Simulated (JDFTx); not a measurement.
**Zn: equation of state with LDA**

The system is Zn.

```xyz
2
Lattice="2.6700 0.0000 0.0000 -1.3350 2.3123 0.0000 0.0000 0.0000 4.9660" Properties=species:S:1:pos:R:3 pbc="T T T"
Zn    1.3350    0.7708    3.7245
Zn    0.0000    1.5415    1.2415
```

```
Program                                 : JDFTx 1.7.0 (patched build)
Task                                    : equation of state
Functional                              : LDA
Potentials or basis                     : PseudoDojo-SR-LDA-0.4.1-standard with smoothed tails
Cutoff                                  : 980 eV
Density cutoff                          : 7837 eV
k mesh                                  : 11 × 11 × 6
Occupations                             : fermi-dirac, width 0.05 eV
Spin                                    : no spin polarisation
Local potential set to -Z/r beyond      : 6 bohr
Bands                                   : 27
Density cutoff over wavefunction cutoff : 8
Max SCF steps                           : 100
SCF threshold on the energy             : 1e-09 Ha
Solver of the electrons                 : scf
```

```yaml
Equilibrium_volume: "13.54 Å³/atom (rough: see the caveat)"
Bulk_modulus_at_fixed_shape_and_positions: 99 GPa (rough)
```

Energy against volume, from the lowest point:
```tsv
volume (Å³/atom)	energy (meV/atom)
14.410	0.00
14.716	11.61
15.023	25.92
15.330	42.49
15.636	60.94
15.943	81.41
16.249	103.20
```

Caveat: the minimum lies outside the volumes run; the cell was scaled at fixed shape and fractional positions, which overstates the stiffness of a crystal with free parameters, most of all of layers and chains.
